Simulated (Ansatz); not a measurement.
Crystal: Re.

```
CELL_PARAMETERS angstrom
2.76080 0.00000 0.00000
-1.38040 2.39092 0.00000
0.00000 0.00000 4.45820
ATOMIC_POSITIONS crystal
Re 0.66667 0.33333 0.75000
Re 0.33333 0.66667 0.25000
```

* Program: Ansatz 0.2.0
* Task: relaxation of cell and atoms
* Functional: PBEsol
* Dispersion: D3(BJ)
* Potentials or basis: all-electron LAPW, scalar-relativistic
* Basis error allowed: 0.001 eV/atom
* k mesh: 11 × 11 × 6
* Occupations: fermi-dirac, width 0.05 eV
* Spin: no spin polarisation

At the start: volume 14.71 Å³/atom.

**Question.** How do energy, volume and symmetry change on relaxing?

**Answer.** Over 5 steps the energy falls by 16.5 meV/atom and the volume is 14.27 Å³/atom (-3.0 %); space group P6_3/mmc (No. 194, to 0.05 Å).

Step by step:
```
step  energy change (eV)  largest force (eV/Å)  volume (Å³)
   1              0.0000                0.0000        29.43
   2             -0.0325                0.0000        28.65
   3             -0.0330                0.0000        28.54
   4             -0.0330                0.0000        28.54
   5             -0.0330                0.0000        28.54
```

Final structure:
```xyz
2
Lattice="2.7324 0.0000 0.0000 -1.3662 2.3663 0.0000 0.0000 0.0000 4.4144" Properties=species:S:1:pos:R:3 pbc="T T T"
Re    1.3662    0.7888    3.3108
Re    0.0000    1.5775    1.1036
```
